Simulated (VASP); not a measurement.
Input of a VASP 6.6.1 run:

The input INCAR:

```
  PREC = Accurate
  ENCUT = 520
  EDIFF = 1E-6
  ISMEAR = 1
  SIGMA = 0.1
  LREAL = F
  LASPH = T
  NELM = 80
  ALGO = Normal
  ISIF = 2
  LWAVE = F
  LCHARG = F
  MAGMOM = 0 0 0 0 0 0 0 0 0 0 0 0 0 0 0 0 0 0
  LORBIT = 11
  LSORBIT = T
  GGA_COMPAT = F
  LMAXMIX = 4
  GGA = PE
  KPAR = 4
```

File KPOINTS:

```
regular mesh
0
Gamma
  8 8 8
```

POSCAR

```
Ag2O                                    
1.0
    4.7022019202      0.0000000000      0.0000000000
    0.0000000000      4.7022019202      0.0000000000
    0.0000000000      0.0000000000      4.7022019202
  Ag              O             
     4     2
Direct
     0.2500000000000000    0.2500000000000000    0.2500000000000000
     0.2500000000000000    0.7500000000000000    0.7500000000000000
     0.7500000000000000    0.7500000000000000    0.2500000000000000
     0.7500000000000000    0.2500000000000000    0.7500000000000000
     0.0000000000000000    0.0000000000000000    0.0000000000000000
     0.5000000000000000    0.5000000000000000    0.5000000000000000
```

File KPOINTS_OPT:

```
explicit points
158
Reciprocal
 0.0000000000  0.0000000000  0.0000000000 1
 0.0000000000  0.0357142857  0.0000000000 1
 0.0000000000  0.0714285714  0.0000000000 1
 0.0000000000  0.1071428571  0.0000000000 1
 0.0000000000  0.1428571429  0.0000000000 1
 0.0000000000  0.1785714286  0.0000000000 1
[... 150 lines left out ...]
 0.0185836500  0.4814163500  0.0000000000 1
-0.0185836500  0.5185836500  0.0000000000 1
```

Potentials or basis: VASP PAW PBE potentials, release 64 (Ag, O).

Run with:

```bash
$ cat potpaw_PBE.64/Ag/POTCAR potpaw_PBE.64/O/POTCAR > POTCAR
$ mpirun -np 4 vasp_ncl > vasp.out
```

**Question.** Estimate the pressure.

**Answer.** 5.6 GPa.
